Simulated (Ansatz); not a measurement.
# Ti16H: the cost of one run

Computed with Ansatz 0.2.0 (DFT PBE+D3(BJ), scalar-relativistic, plane waves, PAW, unless a step's input says otherwise).

2 further runs of the same task are left out: 2 set aside as unsound or not needed.

## 1. The structure to begin with

It takes space group P3m1 (No. 156, trigonal). Conventional cell: a = 2.855 Å, b = 2.855 Å, c = 23.994 Å, α = 90.00°, β = 90.00°, γ = 120.00°. Ti (site symmetry 3m) is surrounded by 9 Ti at 2.86 Å. Ti (site symmetry 3m) is surrounded by 12 Ti at 2.86 to 2.89 Å. Around Ti (site symmetry 3m) lie 12 Ti at 2.77 to 2.89 Å. Ti (site symmetry 3m) has 9 Ti at 2.77 to 2.86 Å in its first shell of neighbours.

As a file:

```
Ti
1.0
     5.71028    0.00000    0.00000
    -2.85514    4.94525    0.00000
     0.00000    0.00000   23.99363
Ti
16
Direct
  0.33333 0.16667 0.35426
  0.33333 0.66667 0.35426
  0.83333 0.16667 0.35426
  0.83333 0.66667 0.35426
  0.66667 0.33333 0.45142
  0.66667 0.83333 0.45142
  0.16667 0.33333 0.45142
  0.16667 0.83333 0.45142
  0.00000 0.50000 0.55029
  0.00000 0.00000 0.55029
  0.50000 0.50000 0.55029
  0.50000 0.00000 0.55029
  0.33333 0.66667 0.64286
  0.33333 0.16667 0.64286
  0.83333 0.66667 0.64286
  0.83333 0.16667 0.64286
```

Planes are indexed in the bulk's conventional cell (Fm-3m (No. 225)), a = 4.038 Å, b = 4.038 Å, c = 4.038 Å, α = 90.00°, β = 90.00°, γ = 90.00°.

It is a (111) slab, 7.0 Å thick as cut, with 17 Å of vacuum, in a 2×2 surface cell; its outer planes are Ti (top) and Ti (bottom). An earlier relaxation, lower half held, gave -39994.4013 eV, work function 4.60 eV (top face), 4.64 eV (bottom face), dipole along +c 0.006 e·Å per cell.

## 2. H put at a top (Ti) site

Contents of input.yaml:

```yaml
crystal:
  lattice:
    - [5.7102790052, 0.0, 0.0]
    - [-2.8551395026, 4.9452466812, 0.0]
    - [0.0, 0.0, 25.9936349258]
  atoms:
    - { symbol: Ti, position: [0.3333333333, 0.1666666667, 0.3270031307] }
    - { symbol: Ti, position: [0.3333333333, 0.6666666667, 0.3270031307] }
    - { symbol: Ti, position: [0.8333333333, 0.1666666667, 0.3270031307] }
    - { symbol: Ti, position: [0.8333333333, 0.6666666667, 0.3270031307] }
    - { symbol: Ti, position: [0.6666666667, 0.3333333333, 0.4166870726] }
    - { symbol: Ti, position: [0.6666666667, 0.8333333333, 0.4166870726] }
    - { symbol: Ti, position: [0.1666666667, 0.3333333333, 0.4166870726] }
    - { symbol: Ti, position: [0.1666666667, 0.8333333333, 0.4166870726] }
    - { symbol: Ti, position: [0.0, 0.5, 0.5079464454] }
    - { symbol: Ti, position: [0.0, 0.0, 0.5079464454] }
    - { symbol: Ti, position: [0.5, 0.5, 0.5079464454] }
    - { symbol: Ti, position: [0.5, 0.0, 0.5079464454] }
    - { symbol: Ti, position: [0.3333333333, 0.6666666667, 0.5933939014] }
    - { symbol: Ti, position: [0.3333333333, 0.1666666667, 0.5933939014] }
    - { symbol: Ti, position: [0.8333333333, 0.6666666667, 0.5933939014] }
    - { symbol: Ti, position: [0.8333333333, 0.1666666667, 0.5933939014] }
    - { symbol: H, position: [0.3333333333, 0.6666666667, 0.6672581379] }
basis:
  ecutwfc: 420
kpoints:
  mp_grid: { grid: [6, 6, 1] }
hamiltonian:
  xc: pbe
  dispersion: d3bj
scf:
  occupations: { method: gaussian, width: 0.1 }
output:
  forces: true
  eigenvalues: true
  write_density: true
  write_potential: true
  elf: true
  volumetric_format: npy
relax:
  adjacent_minimum: "off"
  f_tol: 0.03
  max_steps: 70
  constraints: [{ sites: [0, 1, 2, 3, 4, 5, 6, 7] }]
efield:
  axis: 3
  dipole_correction: true
  ramp_width: 0.04
```

Launch:

```sh
$ ansatz run input.yaml --threads 2 --pin off --max-ram 5120MiB --backend cpu --events-out ev --progress --plain --runs-dir out
```

Q: Estimate wall time and peak memory on 2 threads of Intel Xeon 6975P-C (Granite Rapids), shared host.

About 2.6 min, with a peak of 1.5 GiB.
